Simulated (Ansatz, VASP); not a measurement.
# One calculation of TaN, two programs

```
CELL_PARAMETERS angstrom
-0.02179 2.16811 2.16811
2.16811 -0.02179 2.16811
2.16811 2.16811 -0.02179
ATOMIC_POSITIONS crystal
Ta 0.50000 0.50000 0.50000
N 0.00000 0.00000 0.00000
```

Change from the starting cell: equal xy, yz and zx shear strains of -1 %.

Alike in both runs: task single point; functional PBE; k mesh 9 × 9 × 9; occupations fermi-dirac, width 0.02 eV; no spin polarisation.

|  | VASP | Ansatz |
| --- | --- | --- |
| version | VASP 6.6.1 | Ansatz 0.2.0 |
| potentials or method | VASP PAW PBE potentials, release 64 (Ta_pv, N), cutoff 520 eV | all-electron LAPW, scalar-relativistic |

```csv
,VASP,Ansatz,Ansatz less VASP
pressure (GPa),15.5,14.6,-0.92
largest component of the traceless stress (GPa),0.56,0.61,+0.057
```

Ansatz ran all-electron here, so the differences hold the error of VASP's frozen core and of both bases.

Caveats: so large a pressure means that the cell lies far from this level's equilibrium, or that cutoff or potentials fall short (VASP). Spin-orbit coupling is left out, which matters for the levels of Ta.
